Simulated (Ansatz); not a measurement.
# Resistance of the fcc Ag(111) / fcc Al(111) interface

Aim: the specific resistance of the fcc Ag(111) / fcc Al(111) interface.

Calculated with Ansatz 0.2.0; Ansatz plane-wave DFT, PBE, PAW files; ballistic transport by layer matching (Landauer), zero bias; PAW set soft_1, in the first sound run; inputs show where later runs differ.

## 1. The structure

The cell holds 18 atoms: 9 Ag and 9 Al. Cell: a = 2.876 Å, b = 2.876 Å, c = 42.269 Å, α = 90.0°, β = 90.0°, γ = 120.0°. It derives from Ag and Al. Regions: Ag, 9 atoms (9 Ag); Al, 9 atoms (9 Al). The structure's axis is c.

## 2. Transmission: PBE

Both metals share one in-plane lattice, the mean of the two, each at its own atomic volume. The two leads are named in the middle of each metal, so that only one of the cell's two interfaces is crossed. The mesh across the current, 50×50, is finer than the density's, because channels open and close sharply across the zone. Energies from -0.27 to 0.27 eV in steps of 0.036 eV cover the slope of the Fermi function at 300 K, so the program can form a conductance.

File input.yaml:

```yaml
crystal:
  lattice:
    - [2.8758633832, 0.0, 0.0]
    - [-1.4379316916, 2.4905707476, 0.0]
    - [0.0, 0.0, 42.2691880579]
  atoms:
    - { symbol: Ag, position: [0.0, 0.0, 0.0236578947] }
    - { symbol: Ag, position: [0.3333333333, 0.6666666667, 0.0799967252] }
    - { symbol: Ag, position: [0.6666666667, 0.3333333333, 0.1363355557] }
    - { symbol: Ag, position: [0.0, 0.0, 0.1926743861] }
    - { symbol: Ag, position: [0.3333333333, 0.6666666667, 0.2490132166] }
    - { symbol: Ag, position: [0.6666666667, 0.3333333333, 0.3053520471] }
    - { symbol: Ag, position: [0.0, 0.0, 0.3616908776] }
    - { symbol: Ag, position: [0.3333333333, 0.6666666667, 0.418029708] }
    - { symbol: Ag, position: [0.6666666667, 0.3333333333, 0.4743685385] }
    - { symbol: Al, position: [0.0, 0.0, 0.5299240941] }
    - { symbol: Al, position: [0.3333333333, 0.6666666667, 0.5846963747] }
    - { symbol: Al, position: [0.6666666667, 0.3333333333, 0.6394686553] }
    - { symbol: Al, position: [0.0, 0.0, 0.694240936] }
    - { symbol: Al, position: [0.3333333333, 0.6666666667, 0.7490132166] }
    - { symbol: Al, position: [0.6666666667, 0.3333333333, 0.8037854972] }
    - { symbol: Al, position: [0.0, 0.0, 0.8585577779] }
    - { symbol: Al, position: [0.3333333333, 0.6666666667, 0.9133300585] }
    - { symbol: Al, position: [0.6666666667, 0.3333333333, 0.9681023391] }
kpoints:
  mp_grid: { grid: [15, 15, 1] }
hamiltonian:
  xc: pbe
  pseudopotentials: { kind: paw, azcp: { folder: soft_1 } }
scf:
  occupations: { method: fermi_dirac, width: 0.1 }
output:
  transmission:
    leads: [[3, 4], [12, 13]]
    kmesh: [50, 50]
    e_range: [-0.27, 0.27]
    de: 0.036
  write_potential: true
  write_density: true
  volumetric_format: npy
  elf: true
```

The run is started by

```console
$ ansatz run input.yaml --threads 4 --pin off --max-ram 15360MiB --backend cpu --events-out ev --progress --plain --runs-dir out
```

Numbers of over 12 decimals in the logs are rounded to 6 here.

The log of the run:

```text
Engine: ansatz 0.2.0, aarch64-unknown-linux-gnu
Pseudopotentials: kind: paw
Pseudopotential: Ag, paw, valence charge 19, recommended cutoff 420 eV (normal), soft_1/Ag.paw.azcp
Pseudopotential: Al, paw, valence charge 3, recommended cutoff 420 eV (normal), soft_1/Al.paw.azcp
Functional definition: PBE
  parameter kappa = 0.804
  parameter beta = 0.066725
  exchange = pbe_x(kappa = kappa, mu = beta*pi^2/3)
  correlation = pbe_c(beta = beta)
Crystal: 18 atoms, lattice volume = 302.755 Å³
Basis set: ecut = 420 eV, 5925 PW (Γ)
Bands: 119, of which v1, the nominal top of the filled ones, is band 99 counted from 1 (98 counted from 0)
Symmetry: 12 space group operations
Space group: P-3m1 (ITA 164), of the structure as read, at distance tolerance 6.7e-5 Å
k-points: 27 of 225
Non-local potential: Ag, projectors of the file, l = 0: 3, l = 1: 2, l = 2: 2, l = 3: 1
Non-local potential: Al, projectors of the file, l = 0: 2, l = 1: 2, l = 2: 1
PAW form: soft (Blöchl's): semilocal exchange-correlation on the pseudo side does not see the compensation charge
PAW one-centre angular grid: Ag, 590 points (default); XC on 64 Gauss nodes
PAW one-centre angular grid: Al, 110 points (default); XC on 64 Gauss nodes
Initial density: superposition of atomic densities (chi_scale 0.1, normalization cell, long waves of neutral atoms (reshape's long-wave potential 22.50 eV rms, cloud 2.66 Å wide))
Initial wavefunctions: pseudopotential atomic-orbital guess
Functional: x = pbe(κ = 0.804, μ = 0.219515), c = pbe(β = 0.066725)
SCF iter   1: F=—  HF=-73161.566160 eV  |F-HF|=—  |Δ(HF+E_count)|=         —  Δρ=8.25e-2  dr2=7.12e2  ethr=3.10e-3  ⟨swp⟩=6.8  Hψ=12297  notcnv=0  defer=47
preconditioner: auto → Kerker (q_TF=auto, 2.542 Å⁻¹)  [metal: Δε(μ)=0.055 eV  Ē_g=6.326 eV  σ=0.100 eV  W_gap=0.14  n_scr=64 (ndim 8)  ℏωp=24.0 eV  f_vac=0.000  D(μ)=6.16/eV (n_scr^D=24)]
SCF iter   2: F=—  HF=-73156.500351 eV  |F-HF|=—  |Δ(HF+E_count)|=    5.07e0  Δρ=3.86e-2  dr2=3.57e2  ethr=3.10e-3  ⟨swp⟩=2.0  Hψ=5540  notcnv=0  defer=130
SCF iter   3: F=—  HF=-73153.622273 eV  |F-HF|=—  |Δ(HF+E_count)|=    2.88e0  Δρ=1.41e-2  dr2=4.04e1  ethr=3.10e-3  ⟨swp⟩=2.4  Hψ=3907  notcnv=0  defer=135
SCF iter   4: F=—  HF=-73153.209350 eV  |F-HF|=—  |Δ(HF+E_count)|=   4.13e-1  Δρ=3.35e-3  dr2=2.94e0  ethr=3.10e-3  ⟨swp⟩=1.6  Hψ=3732  notcnv=0  defer=136
SCF iter   5: F=—  HF=-73153.168745 eV  |F-HF|=—  |Δ(HF+E_count)|=   4.06e-2  Δρ=1.70e-3  dr2=6.24e-2  ethr=1.49e-3  ⟨swp⟩=1.2  Hψ=3080  notcnv=0  defer=146
SCF iter   6: F=—  HF=-73153.165455 eV  |F-HF|=—  |Δ(HF+E_count)|=   3.29e-3  Δρ=4.31e-4  dr2=1.17e-2  ethr=3.15e-5  ⟨swp⟩=1.1  Hψ=3662  notcnv=0  defer=141
SCF iter   7: F=—  HF=-73153.165215 eV  |F-HF|=—  |Δ(HF+E_count)|=   2.40e-4  Δρ=2.00e-4  dr2=2.33e-3  ethr=5.90e-6  ⟨swp⟩=1.0  Hψ=3071  notcnv=0  defer=141
SCF iter   8: F=—  HF=-73153.165146 eV  |F-HF|=—  |Δ(HF+E_count)|=   6.94e-5  Δρ=5.74e-5  dr2=2.68e-4  ethr=1.18e-6  ⟨swp⟩=1.0  Hψ=3071  notcnv=0  defer=141
SCF iter   9: F=—  HF=-73153.165140 eV  |F-HF|=—  |Δ(HF+E_count)|=   5.26e-6  Δρ=2.38e-5  dr2=4.90e-5  ethr=1.35e-7  ⟨swp⟩=1.0  Hψ=3071  notcnv=0  defer=141
SCF iter  10: F=—  HF=-73153.165311 eV  |F-HF|=—  |Δ(HF+E_count)|=   1.71e-4  Δρ=6.51e-6  dr2=2.46e-6  ethr=2.48e-8  ⟨swp⟩=1.0  Hψ=3095  notcnv=0  defer=141
SCF iter  11: F=-73153.165311 eV  HF=-73153.165311 eV  |F-HF|=7.57e-8  |Δ(HF+E_count)|=   9.11e-8  Δρ=2.87e-6  dr2=7.98e-8  ethr=5.05e-11  ⟨swp⟩=10.6  Hψ=12219  notcnv=0
SCF 1 converged in 11 iterations: F = -73153.165311 eV  dr2 = 7.98e-8
  greatest PAW one-centre occupation: 1.001 electrons in one spin orbital (limit 2), on the Ag atom at site 8 (counted from 0), in its partial waves of l = 0
transmission: 704 of 7020 steps passed
transmission: 1410 of 7020 steps passed
[...]
transmission: 7020 of 7020 steps passed
SCF converged after 11 iterations
Free energy (F): -73153.165311 eV
Harris-Foulkes:  -73153.165311 eV  (|F-HF|=7.57e-8)
Internal energy: -73152.956649 eV  (E = F + TS)
E sigma→0 (E₀):  -73153.060980 eV
Entropy (-TS):   -0.208662 eV (-11.592 meV/atom)
Fermi energy:    12.730045 eV
--- Per-component energies (eV) ---
  E_band       = -2704.547410
  E_kinetic    = 4411.237382
  E_local      = -467310.510140  (includes V_loc(G=0)·N_el)
  E_nonlocal   = 373.866672
  E_hartree    = 233212.935217
  E_xc         = -1771.972913
  E_vxc        = -2076.317861  (∫ρ·V_xc dr)
  E_paw        = -39820.941591  (= ΣΔE_a)
  E_vpaw       = -4528.758096  (= ΣTr[D̂ρ^β])
  E_aug_tail   = 0.003324  (compensation charges beyond the density's cutoff)
  E_ewald      = 197752.425400
  E_smearing   = -0.208662  (= −TS)
  E_closure    = -0.000000  (closes the sum)
  Σ components = -73153.165311   (vs F -73153.165311, Δ=0.00e0)
--- Band table (eV; the first three rows and the last of 27) ---
  k-point 0: bands = [... 95 lower, 9.5988, 9.6144, 9.6144, 10.6609, 11.0407, 11.8481, 12.8106, 14.3143, ... 16 higher]
  k-point 1: bands = [... 95 lower, 9.6200, 9.8643, 9.9419, 11.0051, 11.2548, 12.1620, 12.9394, 14.4257, ... 16 higher]
  k-point 2: bands = [... 95 lower, 9.6512, 10.3282, 10.5199, 11.6447, 11.7296, 12.9004, 13.3155, 14.7607, ... 16 higher]
  k-point 26: bands = [... 95 lower, 11.1070, 11.4179, 11.9169, 11.9169, 13.1611, 13.1611, 13.3792, 13.9856, ... 16 higher]
--- Transmission ---
  basis      : 61 plane waves across, 30 finite elements along
  points     : 234, standing for a mesh of 50 x 50
  filling    : by the input's occupations and mesh, since the crystals that have channels conduct as metals do. If one of these is a semiconductor, that mesh has misplaced its level
  energies   : 16 from -0.270000 to 0.270000 eV about the Fermi level, 0.036000 eV apart; the leads are filled to 0.000000 eV, and channels, transmission and decay are at 0.018000 eV
  crystal 0  : Ag1, at the sites [3, 4], period 2.3814 Å, over 21.43 Å; its Hamiltonian steps by up to 3.8 meV
    offset         : up to 0.0000 Å between an atom of the period and one for which it stands
    filled         : 72.8 meV over the level at which it is neutral
    channels       : 8.052000e-1 a spin
    conductance    : 8.7404e14 S/m² at 300 K; may be off by some 0.0 % by where its bands' edges are placed, 1.7 % from the k-mesh, 0.0 % from the distance to neutral
    slowest decay  : 0.0067 /Å at (0.0600, 0.0400)
  crystal 1  : Al1, at the sites [12, 13], period 2.3152 Å, over 20.84 Å; its Hamiltonian steps by up to 8.5 meV
    offset         : up to 0.0000 Å between an atom of the period and one for which it stands
    filled         : 43.1 meV over the level at which it is neutral
    channels       : 1.366000e0 a spin
    conductance    : 1.4678e15 S/m² at 300 K; may be off by some 0.0 % by where its bands' edges are placed, 1.4 % from the k-mesh, 1.3 % from the distance to neutral
    slowest decay  : 0.0504 /Å at (0.3000, 0.3000)
  junction   : crystal 0 to crystal 1, 11.02 to 29.80 Å
    transmission   : 7.080496e-1 a spin
    conductance    : 7.6634e14 S/m² at 300 K (7.8160e14 on every other point, 7.6689e14 on every other energy)
    error estimate : 0.1 % from the energy spacing and 0.0 % from band edges of the leads and from resonances (wavevectors taken as independent; lower de), 1.8 % from the k-mesh, 0.7 % from the steps of its leads' Hamiltonians or their offsets (lay more layers), 1.0 % from the distance to neutral
    resistance     : 3.9217e-4 Ω µm² beyond half of each lead's own
```

Run time: 1.8 min. Hardware: 4 threads of Arm Neoverse V1, shared host; peak memory 1.3 GiB.

This step gave:

```
free energy                                                                : -73153.1653 eV
energy at zero smearing                                                    : -73153.0610 eV
Fermi energy                                                               : 12.73 eV
cell area                                                                  : 7.163 Å²
step of the lead's potential                                               : 3.8 meV
ballistic conductance of the lead                                          : 8.74e14 S/m²
estimated errors of the lead's conductance                                 : 0, 1.7, 0 % (band edges, k-mesh, distance from neutral)
lead conductance per cell                                                  : 0.8080 G₀
step of the upper lead's potential                                         : 8.5 meV
ballistic conductance of the upper lead                                    : 1.47e15 S/m²
conductance of the junction                                                : 7.66e14 S/m²
junction conductance per cell                                              : 0.7084 G₀
estimated errors of the junction's conductance                             : 0.1, 0, 1.8, 0.7, 1 % (energy step, band edges, k-mesh, leads' steps, distance from neutral)
area resistance that the stack adds (contact term taken off, spin by spin) : 0.3922 fΩ m²
```

Per spin. Table of transmission, zone mean by energy, zero at the Fermi level:

```
energy (eV)  transmission, zone mean
     -0.270                    0.671
     -0.234                    0.675
     -0.198                    0.668
     -0.162                    0.681
     -0.126                    0.694
     -0.090                    0.701
     -0.054                    0.706
     -0.018                    0.711
      0.018                    0.708
      0.054                    0.710
      0.090                    0.712
      0.126                    0.715
      0.162                    0.715
      0.198                    0.713
      0.234                    0.723
      0.270                    0.733
```

Per spin. The open channels, zone mean by energy, zero at the Fermi level:

```
energy (eV)   lead  upper lead
     -0.270  0.767        1.28
     -0.234  0.772        1.29
     -0.198  0.772        1.28
     -0.162  0.791        1.28
     -0.126   0.81        1.31
     -0.090   0.81        1.33
     -0.054   0.81        1.33
     -0.018   0.81        1.36
      0.018  0.805        1.37
      0.054  0.805        1.38
      0.090  0.800        1.39
      0.126  0.805        1.40
      0.162  0.805        1.40
      0.198  0.803        1.40
      0.234  0.822        1.42
      0.270  0.829        1.43
```

Transmission over k1 and k2. At -0.0180 eV from the Fermi level (the log's summary may quote the solved energy on the other side of it).

Ten even steps from '0' (0.000) to '9' (0.988), each cell a mean:
```
885467999977566886333333333336
746999999999998666300000000004
469999999999999997641000000004
389999999999999999965200000005
999999999999999999999950000005
999999999999999999999997100005
799999999999999999999999730005
389999999998888899999999844004
679999999987534678999999995514
759999999987200036899999999577
866999999987300001789999999758
885899999998620000479999999967
857589999999874100578999999984
610558999999998766788999999996
510035999999999988899999999998
910002899999999999999999999999
910000169999999999999999999999
710000003889999999999999999998
410000000145899999999999999996
710000000004568999999999999973
820000000000376668999999998547
876644878645778876645999744688
```
Columns: k1 (b1) from -0.5 to 0.48; rows upwards: k2 (b2) from -0.5 to 0.48.

Open channels over k1 and k2. At -0.0180 eV from the Fermi level (the log's summary may quote the solved energy on the other side of it).

Ten even steps from '_' (0.00) to '@' (1.00), each cell a mean:
```
@@@@@@@@@@@@@@@@@@@@@@@@@@@@@@@@@@@@====================++@@
@@@@@@@@@@@@@@@@@@@@@@@@@@@@@@@@@@@@++____________________++
@@@@@@@@@@@@@@@@@@@@@@@@@@@@@@@@@@@@@@##..________________++
@@@@@@@@@@@@@@@@@@@@@@@@@@@@@@@@@@@@@@@@@@--______________++
@@@@@@@@@@@@@@@@@@@@@@@@@@@@@@@@@@@@@@@@@@@@++____________++
@@@@@@@@@@@@@@@@@@@@@@@@@@@@@@@@@@@@@@@@@@@@@@%%..________++
@@@@@@@@@@@@@@@@@@@@@@@@@@@@@@@@@@@@@@@@@@@@@@@@@@==______++
@@@@@@@@@@@@@@@@@@@@@@@@@@@@@@@@@@@@@@@@@@@@@@@@@@@@**____++
@@@@@@@@@@@@@@@@@@@@@@@@@@####%%@@@@@@@@@@@@@@@@@@@@@@%%::**
@@@@@@@@@@@@@@@@@@@@@@@@++______**@@@@@@@@@@@@@@@@@@@@@@@@@@
@@@@@@@@@@@@@@@@@@@@@@@@++________--@@@@@@@@@@@@@@@@@@@@@@@@
@@@@@@@@@@@@@@@@@@@@@@@@@@++________@@@@@@@@@@@@@@@@@@@@@@@@
@@%%@@@@@@@@@@@@@@@@@@@@@@@@%%::::::@@@@@@@@@@@@@@@@@@@@@@@@
@@....##@@@@@@@@@@@@@@@@@@@@@@@@@@@@@@@@@@@@@@@@@@@@@@@@@@@@
@@..____++@@@@@@@@@@@@@@@@@@@@@@@@@@@@@@@@@@@@@@@@@@@@@@@@@@
@@..______::@@@@@@@@@@@@@@@@@@@@@@@@@@@@@@@@@@@@@@@@@@@@@@@@
@@..________..**@@@@@@@@@@@@@@@@@@@@@@@@@@@@@@@@@@@@@@@@@@@@
@@..____________==@@@@@@@@@@@@@@@@@@@@@@@@@@@@@@@@@@@@@@@@@@
@@..______________::%%@@@@@@@@@@@@@@@@@@@@@@@@@@@@@@@@@@@@@@
@@..__________________**@@@@@@@@@@@@@@@@@@@@@@@@@@@@@@@@@@@@
@@--____________________++@@@@@@@@@@@@@@@@@@@@@@@@@@@@@@@@@@
@@@@%%%%%%%%%%%%%%%%%%%%@@@@@@@@@@@@@@@@@@@@@@@@@@@@@@@@@@@@
```
Columns: k1 (b1) from -0.5 to 0.48; rows upwards: k2 (b2) from -0.5 to 0.48.

Electrostatic potential energy in the ca plane at fractional y = 0.000, with atoms of Ag and Al within 0.2 Å of it. With pseudopotentials it is smooth inside the atoms' cores, unlike the true potential.

Ten even steps from '0' (-12 eV) to '9' (15 eV), each cell a mean:
```
99950230389999999999998458736899999999999854
89972001699878999987898633347887789998788873
58997557898645799744689875678875578886568887
27999889998412688621379988899864357874347898
37998778998423799732489987789864468875457898
78985114799767899866788753468887678987678875
99960000489989999998998536537898899998889853
99940460289999999999997369936899999999999845
```
Columns run along c (16.0 Å, from fractional 0.31 to 0.69 of the cell; values clipped at the 3rd and 97th percentile), rows up along a (2.9 Å). Atoms in or near the plane, at fractional coordinates: Ag at (0.36, 0.00), Al at (0.53, 0.00).

ELF in the ca plane at fractional y = 0.000, with atoms of Ag and Al within 0.2 Å of it. It is the smooth field of the valence electrons, not physical close to the nuclei.

Values, 5 rows by 16 columns, each cell a mean:
```
0.18 0.36 0.54 0.21 0.18 0.17 0.18 0.24 0.43 0.16 0.58 0.58 0.35 0.43 0.59 0.47
0.20 0.21 0.26 0.17 0.26 0.18 0.22 0.24 0.43 0.56 0.54 0.58 0.55 0.57 0.57 0.54
0.24 0.17 0.17 0.18 0.33 0.20 0.26 0.28 0.37 0.59 0.49 0.51 0.62 0.59 0.50 0.50
0.19 0.25 0.35 0.18 0.21 0.17 0.19 0.22 0.45 0.44 0.57 0.60 0.48 0.53 0.59 0.54
0.19 0.39 0.62 0.22 0.18 0.17 0.18 0.26 0.41 0.19 0.57 0.56 0.30 0.39 0.59 0.43
```
Columns run along c (16.0 Å, from fractional 0.31 to 0.69 of the cell), rows up along a (2.9 Å). Atoms in or near the plane, at fractional coordinates: Ag at (0.36, 0.00), Al at (0.53, 0.00).

Valence density in the ca plane at fractional y = 0.000, with atoms of Ag and Al within 0.2 Å of it. It is the smooth field of the valence electrons, not physical close to the nuclei.

Ten steps, logarithmic in the rise over the least value, from '0' (0 e/Å³) to '9' (19 e/Å³), each cell a mean:
```
10136997410010000011101100001111100000111110
11124665211111100111111110011111110001111111
31112332111233211233211111111111111111111111
32101111001344211244311011110111111111111001
32101221101343211234311011110111111111111011
21113553211222100122211111111111110011111111
11125886310111000011111100011111100000111110
00137998410000000000001100001111100000111110
```
Columns run along c (16.0 Å, from fractional 0.31 to 0.69 of the cell), rows up along a (2.9 Å). Atoms in or near the plane, at fractional coordinates: Ag at (0.36, 0.00), Al at (0.53, 0.00).

The larger of the two leads' potential steps is 8.5 meV from period to period, small in itself. The program estimates the junction's conductance to 1.8 % from the k-mesh, 1 % from the leads' distance from neutral and 0.7 % from their steps.

## 3. Resistance: PBE

This step: Ansatz plane-wave DFT, PBE, PAW files; ballistic transport by layer matching (Landauer), zero bias; specific resistance of one interface, 1/T less the mean of the leads' 1/N; PAW set soft_1 (Ansatz 0.2.0).

This step gave:

- area resistance: 0.3918 fΩ m²
- T over the leads' mean channel count: 0.6545
- twice the interface resistance (2AR, or 2AR* for magnets): 0.7836 fΩ m²

Twice the interface resistance is 0.784 fΩ m² here.

By hand, with T and the leads' channels N averaged over the energies near the Fermi level: RA = A (h/2e²)(1/T − ½[1/N₁ + 1/N₂]) = 7.163×10⁻²⁰ m² × 12 906 Ω × (1/0.7086 − ½[1/0.8076 + 1/1.358]) = 0.392 fΩ m².

[end of part 1 of 2]

[Logs are printed without paths, hosts, clocks, repeated set-up lines and the standing remarks that a program may print on its own settings, such as how far it seeks lower states.]

[Hosts, paths, dates, database ids (printed as entryN), source tags and the programs' standing remarks are cut or masked in the printed files.]
